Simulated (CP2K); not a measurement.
## NbAs and the effect of the choice of potentials or basis

```cif
data_structure
_symmetry_space_group_name_H-M 'I4_1md'
_symmetry_Int_Tables_number 109
_cell_length_a 3.4517
_cell_length_b 3.4517
_cell_length_c 11.6800
_cell_angle_alpha 90.000
_cell_angle_beta 90.000
_cell_angle_gamma 90.000
_cell_volume 139.16
loop_
_atom_site_label
_atom_site_type_symbol
_atom_site_symmetry_multiplicity
_atom_site_Wyckoff_symbol
_atom_site_fract_x
_atom_site_fract_y
_atom_site_fract_z
_atom_site_occupancy
Nb1 Nb 4 a 0.00000 0.00000 0.00000 1
As1 As 4 a 0.50000 0.50000 0.08400 1
```

Kept alike: task band structure; functional PBE; k mesh 8 × 8 × 8; occupations fermi-dirac, width 0.05 eV; no spin polarisation. Program: CP2K. The mesh is that of the run's cell of 4 atoms. No spin-orbit coupling.

| choice of potentials or basis | pressure (GPa) |
| --- | --- |
| GTH_POTENTIALS Nb GTH-PADE-q13, As GTH-PADE-q5; DZVP-MOLOPT-SR-GTH basis (made for LDA) | -4.40 |
| GTH_POTENTIALS Nb GTH-PBE-q13, As GTH-BLYP-q5; DZVP-MOLOPT-SR-GTH basis | 3.73 |
| GTH_POTENTIALS Nb GTH-PBE-q13, As GTH-PBE-q5; DZVP-MOLOPT-SR-GTH basis | 4.16 |
| POTENTIAL_UZH Nb GTH-PBE0-q13, As GTH-PBE0-q5; DZVP-MOLOPT-SR-GTH basis | 3.63 |
| POTENTIAL_UZH Nb GTH-SCAN-q13, As GTH-SCAN-q5; DZVP-MOLOPT-SR-GTH basis | 2.35 |

Pressure is positive in compression. For a metal such a mesh leaves the last digits unconverged.

Q: What does the choice of potentials or basis change here?

A: The pressure runs from -4.40 (GTH_POTENTIALS Nb GTH-PADE-q13, As GTH-PADE-q5; DZVP-MOLOPT-SR-GTH basis (made for LDA)) to 4.16 GPa (GTH_POTENTIALS Nb GTH-PBE-q13, As GTH-PBE-q5; DZVP-MOLOPT-SR-GTH basis).
